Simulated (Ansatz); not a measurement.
# Choice of functional: CaO

```
CELL_PARAMETERS angstrom
0.00000 2.44900 2.44900
2.44900 0.00000 2.44900
2.44900 2.44900 0.00000
ATOMIC_POSITIONS crystal
Ca 0.00000 0.00000 0.00000
O 0.50000 0.50000 0.50000
```

Atom numbers follow the list: Ca1, O2.

The geometry is COD entry 9006719, unchecked; take it as a test cell. It was measured hot, at 1427 K.

One fixed cell is solved with several functionals by PAW (frozen-core files) in Ansatz 0.2.0, scalar-relativistically. A positive pressure means that the functional wants a larger cell.

The PAW files were made with PBE; their cores are remade for each functional.

Sampling and basis: a Γ-centred 9×9×9 k mesh, Fermi–Dirac smearing of 0.03 eV, cutoff 420 eV, no spin polarisation.

Cutoffs: PBE 420 eV, LDA 420 eV, PBEsol 420 eV, r²SCAN 500 eV.

(1) One of the runs gave P (GPa) = -6.50, gap over the k mesh and a high-symmetry path (eV) = 4.20, lowest level at Γ above −25 eV, from the valence-band top or, without a gap, the Fermi level (eV) = -19.23. Which setting was it?
A. PBE
B. r²SCAN
C. PBEsol
D. LDA

Results:

(1) B. The full set:
```
setting  P (GPa)  gap over the k mesh and a high-symmetry path (eV)  lowest level at Γ above −25 eV, from the valence-band top or, without a gap, the Fermi level (eV)
    PBE    -3.99                                               3.66                                                                                             -18.68
    LDA   -11.80                                               3.50                                                                                             -18.41
 PBEsol    -7.86                                               3.57                                                                                             -18.51
 r²SCAN    -6.50                                               4.20                                                                                             -19.23
```
